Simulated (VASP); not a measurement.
**Results of a VASP single-point calculation on SrCl2 (strained fluorite)**

POSCAR

```
Sr Cl
 1.0000000000000000
     0.0000000000000000    3.5501838564999999    3.5501838564999999
     3.5501838564999999    0.0000000000000000    3.5501838564999999
     3.5501838564999999    3.5501838564999999    0.0000000000000000
 Sr  Cl
   1   2
Cartesian
  0.0000000000000000  0.0000000000000000  0.0000000000000000
  1.7750919282500000  1.7750919282500000  1.7750919282500000
  5.3252757847499996  5.3252757847499996  5.3252757847499996
```

```
gap between bands v and c : 5.77 eV
least direct gap          : 6.01 eV
```

Band v is the last that the valence electrons fill when counted band by band, and c is the next. Levels in eV from the top of v:

| point | v−1 | v | c | c+1 |
| --- | --- | --- | --- | --- |
| Γ | -0.33 | -0.33 | 5.77 | 6.70 |
| X | -0.36 | 0.00 | 6.01 | 7.64 |
| K | -0.50 | -0.10 | 6.43 | 7.71 |
| L | -1.00 | -1.00 | 7.24 | 7.24 |
| W | -0.28 | -0.10 | 6.66 | 7.53 |

Question: Which of these levels of theory gave these results?
A. r²SCAN
B. PBE
C. PBE0
D. PBEsol
E. LDA
F. PBE with spin–orbit coupling
G. HSE06

Answer: A.

The INCAR was:

```
ISIF = 2
NSW = 0
ALGO = Normal
NELM = 120
LWAVE = .FALSE.
LCHARG = .TRUE.
METAGGA = R2SCAN
LREAL = .FALSE.
PREC = Accurate
NBANDS = 19
IBRION = -1
ISMEAR = 0
SIGMA = 0.01
ENCUT = 520
EDIFF = 1E-7
LELF = .TRUE.
LASPH = .TRUE.
```
